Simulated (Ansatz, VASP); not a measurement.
Sb: VASP beside Ansatz

```xyz
1
Lattice="2.1314 1.2305 1.7388 -2.1314 1.2305 1.7388 0.0000 -2.4611 1.7388" Properties=species:S:1:pos:R:3 pbc="T T T"
Sb    0.0000    0.0000    2.6082
```

Alike in both runs: functional PBE; k mesh 18 × 18 × 18; occupations gaussian, width 0.1 eV; no spin polarisation.

Ansatz relaxed the structure, and its values are those at the end. VASP's run is a single point on that final structure, the one shown.

|  | VASP | Ansatz |
| --- | --- | --- |
| version | VASP 6.6.1 | Ansatz 0.2.0 |
| potentials or method | VASP PAW PBE potentials, release 64 (Sb) | scalar-relativistic, plane waves, PAW |
| plane-wave cutoff (eV) | 520 | 420 |
| valence electrons in the cell | 5 | 15 |

VASP gave:

```
gap on the k mesh at the Fermi level (eV) : none
pressure (GPa)                            : 6.5
```

Task: Estimate Ansatz's values.

Result: gap on the k mesh at the Fermi level (eV): none; pressure (GPa): 6.4.

A gap of «none» marks a metal or a gap that the smearing closes. The two sets of potentials don't hold the same shells in valence.

The runs have no spin-orbit coupling, so splittings on Sb are missing.
